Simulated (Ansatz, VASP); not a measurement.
One calculation of HfN, two programs

```
Hf N
1.0
     0.00000    2.44581    2.44581
     2.44581    0.00000    2.44581
     2.44581    2.44581    0.00000
Hf N
1 1
Direct
  0.00000 0.00000 0.00000
  0.75000 0.75000 0.75000
```

Alike in both runs: functional r2SCAN; k mesh 14 × 14 × 14; occupations gaussian, width 0.1 eV; no spin polarisation.

Ansatz relaxed the structure, and its values are those at the end. VASP's run is a single point on that final structure, the one shown.

```csv
,VASP,Ansatz
version,VASP 6.6.1,Ansatz 0.2.0
potentials or method,"VASP PAW PBE potentials, release 64 (Hf_pv, N)","scalar-relativistic, plane waves, PAW"
plane-wave cutoff (eV),520,500
valence electrons in the cell,15,31
```

|  | VASP | Ansatz | Ansatz less VASP |
| --- | --- | --- | --- |
| gap on the k mesh at the Fermi level (eV) | none | none | - |
| pressure (GPa) | -1.4 | 0.0 | +1.36 |

A gap of «none» marks a metal or a gap that the smearing closes. The two sets of potentials don't hold the same shells in valence.

Caveats: the PAW data sets were made with another functional, which shifts forces and pressure a little (VASP). Spin-orbit coupling is left out, which matters for the levels of Hf.
